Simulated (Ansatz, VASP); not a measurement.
# Two plane-wave programs on SiNi2

Contents of INCAR:

```
PREC = Accurate ; ENCUT = 600
EDIFF = 1E-6 ; ISMEAR = 0
SIGMA = 0.1 ; LREAL = F
LASPH = T ; NELM = 60
ALGO = Normal ; ISIF = 3
LWAVE = F ; LCHARG = F
GGA = PE ; IBRION = 2
NSW = 100 ; EDIFFG = -0.05
```

KPOINTS

```
Automatic mesh
0
Gamma
  6 6 4
```

The input POSCAR:

```
SiNi2
1.0
    3.8359985066      0.0000000000      0.0000000000
   -1.9179992533      3.3220721556      0.0000000000
    0.0000000000      0.0000000000      4.9480000000
Si Ni
2 4
Direct
    0.3333333333      0.6666666667      0.7500000000
    0.6666666667      0.3333333333      0.2500000000
    0.0000000000      0.0000000000      0.0000000000
    0.0000000000      0.0000000000      0.5000000000
    0.3333333333      0.6666666667      0.2500000000
    0.6666666667      0.3333333333      0.7500000000
```

Input for Ansatz:

```yaml
crystal:
  lattice:
    - [3.836, 0.0, 0.0]
    - [-1.918, 3.3220734489, 0.0]
    - [0.0, 0.0, 4.948]
  atoms:
    - { symbol: Si, position: [0.3333333333, 0.6666666667, 0.75] }
    - { symbol: Si, position: [0.6666666667, 0.3333333333, 0.25] }
    - { symbol: Ni, position: [0.0, 0.0, 0.0] }
    - { symbol: Ni, position: [0.0, 0.0, 0.5] }
    - { symbol: Ni, position: [0.3333333333, 0.6666666667, 0.25] }
    - { symbol: Ni, position: [0.6666666667, 0.3333333333, 0.75] }
basis:
  ecutwfc: 420
kpoints:
  mp_grid: { grid: [6, 6, 4] }
hamiltonian:
  xc: pbe
scf:
  occupations: { method: gaussian, width: 0.1 }
output:
  forces: true
  stress: true
  eigenvalues: true
relax:
  adjacent_minimum: "off"
  f_tol: 0.05
  max_steps: 80
  cell: { stress_tol: 0.5 }
```

Alike in both runs: task relaxation of cell and atoms; functional PBE; k mesh 6 × 6 × 4; occupations gaussian, width 0.1 eV; no spin polarisation.

|  | VASP | Ansatz |
| --- | --- | --- |
| version | VASP 6.6.1 | Ansatz 0.2.0 |
| potentials or method | VASP PAW PBE potentials, release 64 (Si, Ni) | scalar-relativistic, plane waves, PAW |
| plane-wave cutoff (eV) | 600 | 420 |
| valence electrons in the cell | 48 | 80 |

|  | VASP | Ansatz | Ansatz less VASP |
| --- | --- | --- | --- |
| gap on the k mesh at the Fermi level, each at its own relaxed structure (eV) | none | none | - |
| relaxed volume (Å³/atom) | 11.03 | 11.02 | -0.008 |
| relaxed cell length with the largest relative difference (Å) | 5.005 | 4.992 | -0.0126 |
| energy change over the relaxation (meV/atom) | -18 | -18 | -0.2 |

A gap of «none» marks a metal or a gap that the smearing closes. The two sets of potentials don't hold the same shells in valence.

 Zero-point motion and thermal expansion aren't in these numbers. PBE usually gives volumes a little too large and moduli too small.
